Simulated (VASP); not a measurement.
Here is a VASP 6.6.1 calculation.

Contents of INCAR:

```
PREC = Accurate
ENCUT = 600
EDIFF = 1E-7
ISMEAR = 0
SIGMA = 0.02
LREAL = F
LASPH = T
NELM = 60
ALGO = Normal
ISIF = 3
LWAVE = F
LCHARG = F
METAGGA = R2SCAN
LMIXTAU = T
IBRION = 2
NSW = 90
EDIFFG = -0.005
```

KPOINTS

```
regular mesh
0
Gamma
  8 8 8
```

File POSCAR:

```
KF
1.0
    0.0000000000      2.6544134000      2.6544134000
    2.6544134000      0.0000000000      2.6544134000
    2.6544134000      2.6544134000      0.0000000000
K F
1 1
Direct
    0.0000000000      0.0000000000      0.0000000000
    0.5000000000      0.5000000000      0.5000000000
```

Potentials or basis: VASP PAW PBE potentials, release 64 (K_sv, F).

Launch:

```sh
$ cat potpaw_PBE.64/K_sv/POTCAR potpaw_PBE.64/F/POTCAR > POTCAR
$ mpirun -np 1 vasp_std > vasp.out
```

Predict the relaxed cell.

a = 3.760 Å, b = 3.760 Å, c = 3.760 Å, α = 60.00°, β = 60.00°, γ = 60.00°.

Predict the space group after relaxing (to 0.05 Å).

Fm-3m (No. 225).

Predict the band gap on the k mesh.

6.91 eV, direct.

Final structure:
```
CELL_PARAMETERS angstrom
0.00000 2.65837 2.65837
2.65837 0.00000 2.65837
2.65837 2.65837 0.00000
ATOMIC_POSITIONS crystal
K 0.00000 0.00000 0.00000
F 0.50000 0.50000 0.50000
```

 A k mesh can miss the band edges.
